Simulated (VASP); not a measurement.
# InSb (F-43m) in VASP: notebook

Aim: see how the results for InSb move with the level of theory and the settings. Levels: HSE06, PBE0. Tasks: band structure.

All numbers are computed with VASP 6.6.1; they aren't measurements. Logs are shortened: lines on timing, memory, paths and dates and some standing lists are left out, and cuts for length are marked.

**Measured values to compare with.**

From “Electronic Structure and Epitaxy of CdTe Shells on InSb Nanowires”, 2021, arxiv:2111.05126, for a bulk crystal of InSb: band gap 0.24 eV.

The runs below are set against these values where they give the same quantity.

## (1) The structure

The structure is cubic, space group F-43m (No. 216). The conventional cell has a = 6.521 Å, b = 6.521 Å, c = 6.521 Å, α = 90.00°, β = 90.00°, γ = 90.00°. In (site symmetry -43m) has 4 Sb at 2.82 Å as nearest neighbours. Around Sb (site symmetry -43m) lie 4 In at 2.82 Å.

## (2) Band structure, HSE06

The input, POSCAR:

```
InSb                                    
1.0
    0.0000000000      3.2603245802      3.2603245802
    3.2603245802      0.0000000000      3.2603245802
    3.2603245802      3.2603245802      0.0000000000
  In              Sb            
     1     1
Direct
     0.0000000000000000    0.0000000000000000    0.0000000000000000
     0.2500000000000000    0.2500000000000000    0.2500000000000000
```

The input, INCAR.step1:

```
SYSTEM = InSb
PREC = Accurate
ENCUT = 520
EDIFF = 1E-5
ISMEAR = 0
SIGMA = 0.03
LREAL = .False.
LASPH = .True.
NELM = 80
ALGO = Normal
ISIF = 2
LWAVE = .True.
LCHARG = .False.
KPAR = 8
GGA = PE
```

The input, INCAR.step2:

```
SYSTEM = InSb
PREC = Accurate
ENCUT = 520
EDIFF = 1E-6
ISMEAR = 0
SIGMA = 0.03
LREAL = .False.
LASPH = .True.
NELM = 80
ALGO = Normal
ISIF = 2
LWAVE = .False.
LCHARG = .False.
GGA = PE
LHFCALC = .True.
HFSCREEN = 0.2
PRECFOCK = Fast
KPAR = 8
ISTART = 1
```

The input, KPOINTS:

```
Automatic mesh
0
Gamma
  6 6 6
  0 0 0
```

The input, KPOINTS_OPT:

```
explicit points
6
Reciprocal
 0.0000000000  0.0000000000  0.0000000000 1
 0.3750000000  0.3750000000  0.7500000000 1
 0.5000000000  0.5000000000  0.5000000000 1
 0.6250000000  0.2500000000  0.6250000000 1
 0.5000000000  0.2500000000  0.7500000000 1
 0.5000000000  0.0000000000  0.5000000000 1
```

Potentials or basis: VASP PAW PBE potentials, release 64 (In_d, Sb).

Run with:

```bash
$ cat potpaw_PBE.64/In_d/POTCAR potpaw_PBE.64/Sb/POTCAR > POTCAR
$ cp INCAR.step1 INCAR
$ mpirun -np 8 vasp_std > vasp.out
$ cp INCAR.step2 INCAR
$ mpirun -np 8 vasp_std > vasp.out
```

OUTCAR:

```text
SYSTEM = InSb
   PREC = Accurate
   ENCUT = 520
   EDIFF = 1E-6
   ISMEAR = 0
   LREAL = .False.
   LASPH = .True.
   NELM = 80
   ISIF = 2
   GGA = PE
   LHFCALC = .True.
   HFSCREEN = 0.2
   PRECFOCK = Fast
   ISTART = 1

 ion  position               nearest neighbor table
   1  0.000  0.000  0.000-   2 2.82   2 2.82   2 2.82   2 2.82
   2  0.250  0.250  0.250-   1 2.82   1 2.82   1 2.82   1 2.82

  LATTYP: Found a face centered cubic cell.
 ALAT       =     6.5206491604

  Lattice vectors:

 A1 = (   0.0000000000,   3.2603245802,   3.2603245802)
 A2 = (   3.2603245802,   0.0000000000,   3.2603245802)
 A3 = (   3.2603245802,   3.2603245802,   0.0000000000)

Analysis of symmetry for initial positions (statically):
=====================================================================
 Subroutine PRICEL returns:
 Original cell was already a primitive cell.

 Routine SETGRP: Setting up the symmetry group for a
 face centered cubic supercell.

 Subroutine GETGRP returns: Found 24 space group operations
 (whereof 24 operations were pure point group operations)
 out of a pool of 48 trial point group operations.

The static configuration has the point symmetry T_d .

Analysis of symmetry for dynamics (positions and initial velocities):
=====================================================================
 Subroutine PRICEL returns:
 Original cell was already a primitive cell.

 Routine SETGRP: Setting up the symmetry group for a
 face centered cubic supercell.

 Subroutine GETGRP returns: Found 24 space group operations
 (whereof 24 operations were pure point group operations)
 out of a pool of 48 trial point group operations.

The dynamic configuration has the point symmetry T_d .

 Subroutine INISYM returns: Found 24 space group operations
 (whereof 24 operations are pure point group operations),
 and found     1 'primitive' translations

----------------------------------------------------------------------------------------

                                     Primitive cell

  volume of cell :      69.3127

  direct lattice vectors                    reciprocal lattice vectors
     0.000000000  3.260324580  3.260324580    -0.153358964  0.153358964  0.153358964
     3.260324580  0.000000000  3.260324580     0.153358964 -0.153358964  0.153358964
     3.260324580  3.260324580  0.000000000     0.153358964  0.153358964 -0.153358964

  length of vectors
     4.610795239  4.610795239  4.610795239     0.265625517  0.265625517  0.265625517

  position of ions in fractional coordinates (direct lattice)
     0.000000000  0.000000000  0.000000000
     0.250000000  0.250000000  0.250000000

  ion indices of the primitive-cell ions
   primitive index   ion index
                 1           1
                 2           2

----------------------------------------------------------------------------------------

 KPOINTS: Automatic mesh

Automatic generation of k-mesh.
 Grid dimensions read from file:
 generate k-points for:    6    6    6

 Generating k-lattice:

  Cartesian coordinates                     Fractional coordinates (reciprocal lattice)
    -0.025559827  0.025559827  0.025559827     0.166666667  0.000000000  0.000000000
     0.025559827 -0.025559827  0.025559827     0.000000000  0.166666667  0.000000000
     0.025559827  0.025559827 -0.025559827     0.000000000  0.000000000  0.166666667

  Length of vectors
     0.044270920  0.044270920  0.044270920

  Shift w.r.t. Gamma in fractional coordinates (k-lattice)
     0.000000000  0.000000000  0.000000000

 Subroutine IBZKPT returns following result:
 ===========================================

 Found     16 irreducible k-points:

 Following reciprocal coordinates:
            Coordinates               Weight
  0.000000  0.000000  0.000000      1.000000
  0.166667  0.000000  0.000000      8.000000
  0.333333  0.000000  0.000000      8.000000
  0.500000  0.000000  0.000000      4.000000
  0.166667  0.166667  0.000000      6.000000
  0.333333  0.166667  0.000000     24.000000
[... 8 lines left out ...]
 -0.333333  0.333333  0.166667     24.000000
 -0.333333  0.500000  0.166667     12.000000
   k-points           NKPTS =     16   k-points in BZ     NKDIM =    216   number of bands    NBANDS=     13
   number of dos      NEDOS =    301   number of ions     NIONS =      2
   total plane-waves  NPLWV =  46656
   dimension x,y,z NGX =    36 NGY =   36 NGZ =   36
   dimension x,y,z NGXF=    72 NGYF=   72 NGZF=   72
   ions per type =               1   1
   NGX,Y,Z   is equivalent  to a cutoff of  12.98, 12.98, 12.98 a.u.
   NGXF,Y,Z  is equivalent  to a cutoff of  25.96, 25.96, 25.96 a.u.
 SYSTEM =  InSb
   PREC   = accura    normal or accurate (medium, high low for compatibility)
   ISTART =      1    job   : 0-new  1-cont  2-samecut
   ICHARG =      0    charge: 1-file 2-atom 10-const
   ISPIN  =      1    spin polarized calculation?
   LNONCOLLINEAR =      F non collinear calculations
   LSORBIT =      F    spin-orbit coupling
   LASPH  =      T    aspherical Exc in radial PAW
   ENCUT  =  520.0 eV  38.22 Ry    6.18 a.u.   8.57  8.57  8.57*2*pi/ulx,y,z
   NELM   =     80;   NELMIN=  2; NELMDL=  0     # of ELM steps
   EDIFF  = 0.1E-05   stopping-criterion for ELM
   LREAL  =      F    real-space projection
   EDIFFG = 0.1E-04   stopping-criterion for IOM
   NSW    =      0    number of steps for IOM
   IBRION =     -1    ionic relax: 0-MD 1-quasi-New 2-CG
   NFREE  =      0    steps in history (QN), initial steepest desc. (CG)
   ISIF   =      2    stress and relaxation
   ISYM   =      3    0-nonsym 1-usesym 2-fastsym
   POTIM  = 0.5000    time-step for ionic-motion
   TEBEG  =    0.0;   TEEND  =   0.0 temperature during run
   PSTRESS=    0.0 pullay stress
   NELECT =      18.0000    total number of electrons
   NUPDOWN=      -1.0000    fix difference up-down
   EMIN   =  10.00;   EMAX   =-10.00  energy-range for DOS
   EFERMI =   0.00;   METHOD = LEGACY
   ISMEAR =     0;   SIGMA  =   0.03  broadening in eV -4-tet -1-fermi 0-gaus
   EFERMI_NEDOS =   21; number of points for ismear=-14 and -15
   IALGO  =     38    algorithm
   IMIX   =      1    mixing-type and parameters
     AMIX     =   0.40;   BMIX     =  1.00
     AMIX_MAG =   1.60;   BMIX_MAG =  1.00
  volume/ion in A,a.u.               =      34.66       233.87
  Fermi-wavevector in a.u.,A,eV,Ry     =   1.044467  1.973757 14.842757  1.090912
  Thomas-Fermi vector in A             =   2.179221
   LORBIT       =      0    0 simple, 1 ext, 2 COOP (PROOUT), +10 PAW based schemes
   GGA     = PE    functional components
   LHFCALC =     T    Hartree Fock is set to
   PRECFOCK=fast      Normal, Fast or Accurate (Low or Medium for compatibility)
   ENCUT4O =  -1.0   cutoff for four orbital integrals eV
   NKREDX  =     1    reduce k-point grid by
   NKREDY  =     1    reduce k-point grid by
   NKREDZ  =     1    reduce k-point grid by
   AEXX    =    0.2500 exact exchange contribution
   HFSCREEN=    0.2000 screening length (either q_TF or 0.3 A-1)
   HFSCREENC=   0.2000 screening length for correlation (either q_TF or 0.3 A-1)
   ENCUTFOCK=  -1.0 apply spherical cutoff to Coloumb kernel
   IVDW    =     0    specifies the selected vdW correction
   LEPSILON=     F    determine dielectric tensor
   LRPA    =     F    only Hartree local field effects (RPA)
 non-spin polarized calculation
 Gauss-broadening in eV      SIGMA  =   0.03
  energy-cutoff  :      520.00
  volume of cell :       69.31
 maximum number of plane-waves:      1892
 NGX is ok and might be reduce to    36
  NGX = 20; NGY = 20; NGZ = 20

 number of electron      17.9999994 magnetization

 Free energy of the ion-electron system (eV)
  ---------------------------------------------------
  ext. energy  EPLUGINS =         0.00000000
  ---------------------------------------------------
  free energy    TOTEN  =        -8.48102214 eV

  energy without entropy =       -8.48102214  energy(sigma->0) =       -8.48102214

 E-fermi :   4.6474     XC(G=0):  -7.1873

 val. band max:        4.5032589883   @ k =   0.0000   0.0000   0.0000
 cond. band min:       4.9090088836   @ k =   0.0000   0.0000   0.0000
 fundamental gap:      0.4057498953
 Fermi energy:         4.6474309634

 k-point     1 :       0.0000    0.0000    0.0000
  band No.  band energies     occupation
      1     -11.8502      2.00000
      2     -11.8502      2.00000
      3     -11.8502      2.00000
      4     -11.7643      2.00000
      5     -11.7643      2.00000
      6      -7.1103      2.00000
      7       4.5033      2.00000
      8       4.5033      2.00000
      9       4.5033      2.00000
     10       4.9090      0.00000
     11       8.1579      0.00000
     12       8.1579      0.00000
     13       8.1579      0.00000

 k-point     2 :       0.1667    0.0000    0.0000
  band No.  band energies     occupation
      1     -11.8597      2.00000
      2     -11.8451      2.00000
      3     -11.8451      2.00000
      4     -11.7646      2.00000
      5     -11.7646      2.00000
      6      -6.8431      2.00000
      7       2.0144      2.00000
      8       4.1620      2.00000
      9       4.1620      2.00000
     10       6.0699      0.00000
     11       8.6291      0.00000
     12       8.6291      0.00000
     13       8.9038      0.00000

 k-point     3 :       0.3333    0.0000    0.0000
  band No.  band energies     occupation
      1     -11.8784      2.00000
      2     -11.8359      2.00000
      3     -11.8359      2.00000
      4     -11.7640      2.00000
      5     -11.7640      2.00000
      6      -6.1500      2.00000
      7      -0.3845      2.00000
      8       3.6534      2.00000
      9       3.6534      2.00000
     10       5.8037      0.00000
     11       9.0458      0.00000
     12       9.0458      0.00000
     13      11.1137      0.00000
[... 177 lines left out ...]
 k-point    15 :      -0.3333    0.3333    0.1667
  band No.  band energies     occupation
      1     -11.9015      2.00000
      2     -11.8243      2.00000
      3     -11.8160      2.00000
      4     -11.7706      2.00000
      5     -11.7626      2.00000
      6      -5.1588      2.00000
      7      -1.5159      2.00000
      8       1.3804      2.00000
      9       2.3747      2.00000
     10       7.9539      0.00000
     11       8.7720      0.00000
     12      10.2403      0.00000
     13      11.2338      0.00000

 k-point    16 :      -0.3333    0.5000    0.1667
  band No.  band energies     occupation
      1     -11.9096      2.00000
      2     -11.8182      2.00000
      3     -11.8102      2.00000
      4     -11.7757      2.00000
      5     -11.7601      2.00000
      6      -4.9533      2.00000
      7      -1.7205      2.00000
      8       1.6321      2.00000
      9       1.7552      2.00000
     10       7.8630      0.00000
     11       7.8846      0.00000
     12      11.0230      0.00000
     13      11.2436      0.00000

------------------------ aborting loop because EDIFF is reached ----------------------------------------

  FORCE on cell =-STRESS in cart. coord.  units (eV):
  Direction    XX          YY          ZZ          XY          YZ          ZX
  --------------------------------------------------------------------------------------
  -------------------------------------------------------------------------------------
  Total        0.0234124      0.0234124      0.0234124     -0.0000000      0.0000000      0.0000000
  in kB        0.5411837      0.5411837      0.5411837     -0.0000000      0.0000000      0.0000000
  external PRESSURE =       0.5411837 kB  Pullay stress =       0.0000000 kB

 VOLUME and BASIS-vectors are now :
 -----------------------------------------------------------------------------
  energy-cutoff  :      520.00
  volume of cell :       69.31
      direct lattice vectors                 reciprocal lattice vectors
     0.000000000  3.260324580  3.260324580    -0.153358964  0.153358964  0.153358964
     3.260324580  0.000000000  3.260324580     0.153358964 -0.153358964  0.153358964
     3.260324580  3.260324580  0.000000000     0.153358964  0.153358964 -0.153358964

 POSITION                                       TOTAL-FORCE (eV/Angst)
 -----------------------------------------------------------------------------------
      0.00000      0.00000      0.00000         0.000000     -0.000000     -0.000000
      1.63016      1.63016      1.63016        -0.000000      0.000000      0.000000
 -----------------------------------------------------------------------------------
    total drift:                               -0.000010     -0.000006     -0.000004

  FREE ENERGIE OF THE ION-ELECTRON SYSTEM (eV)
  ---------------------------------------------------
  free  energy   TOTEN  =        -8.4810221357 eV

  energy  without entropy=       -8.4810221357  energy(sigma->0) =       -8.48102214
```

It took 4.5 min on 8 MPI ranks of AMD EPYC 9R45 (Zen 5), shared host; peak memory 0.35 GiB.

What came out:

```yaml
Free_energy: -8.4810 eV
Pressure: 0.1 GPa
Band_gap_on_the_k_mesh: 0.41 eV, direct
Band_gap_along_the_path: 0.41 eV, direct
```

Caveat: the PAW data sets were made with another functional, which shifts forces and pressure a little; spin-orbit coupling is left out, which moves the levels of the heavy elements.

(Continued in part 2 of 2.)
